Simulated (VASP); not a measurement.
Wanted: the native input for a VASP 6.6.1 run.

```yaml
Task: relaxation of cell and atoms
Functional: PBEsol
Potentials_or_basis: VASP PAW PBE potentials, release 64 (Hg, Se)
Cutoff: 600 eV
k_mesh: 10 × 10 × 10
Occupations: gaussian, width 0.03 eV
Spin: no spin polarisation
Further_INCAR_settings: ALGO = Normal; EDIFF = 1e-07; IBRION = 2; EDIFFG = -0.005; NSW = 90; ISIF = 3
```

The structure of HgSe lies in POSCAR:

```
HgSe                                    
1.0
    0.0000000000      3.0728100868      3.0728100868
    3.0728100868     -0.0000000000      3.0728100868
    3.0728100868      3.0728100868     -0.0000000000
  Hg              Se            
     1     1
Direct
     0.0000000000000000    0.0000000000000000    0.0000000000000000
     0.2500000000000000    0.2500000000000000    0.2500000000000000
```

These files were run (other wordings do the same):

INCAR

```
SYSTEM = HgSe
PREC     = Accurate       ! precision mode
ENCUT    = 600            ! plane-wave cutoff, eV
EDIFF    = 1E-7           ! SCF threshold, eV
ISMEAR   = 0              ! smearing method
SIGMA    = 0.03           ! smearing width, eV
LREAL    = .FALSE.        ! projectors in reciprocal space
LASPH    = .TRUE.         ! aspherical terms in the spheres
NELM     = 80             ! most SCF steps
ALGO     = Normal         ! electronic algorithm
ISIF     = 3              ! what is computed and relaxed
LWAVE    = .FALSE.        ! write WAVECAR
LCHARG   = .FALSE.        ! write CHGCAR
GGA      = PS             ! functional
IBRION   = 2              ! ionic algorithm
NSW      = 90             ! ionic steps
EDIFFG   = -0.005         ! ionic threshold
KPAR     = 4
```

KPOINTS

```
Automatic mesh
0
G
  10 10 10
  0 0 0
```

Potentials or basis: VASP PAW PBE potentials, release 64 (Hg, Se).

Command:

```sh
$ cat potpaw_PBE.64/Hg/POTCAR potpaw_PBE.64/Se/POTCAR > POTCAR
$ mpirun -np 4 vasp_std > vasp.out
```

It gave:

- Pressure after relaxing: 0.0 GPa
- Band gap on the k mesh: none (metal or under the smearing width)

Caveat: the relaxation stopped at its first step, so nothing moved; the PAW data sets were made with another functional, which shifts forces and pressure a little.

Run time: 9.8 s on 4 MPI ranks on Intel(R) Xeon(R) 6975P-C (Granite Rapids), on a shared host, peak memory 0.23 GiB a rank.
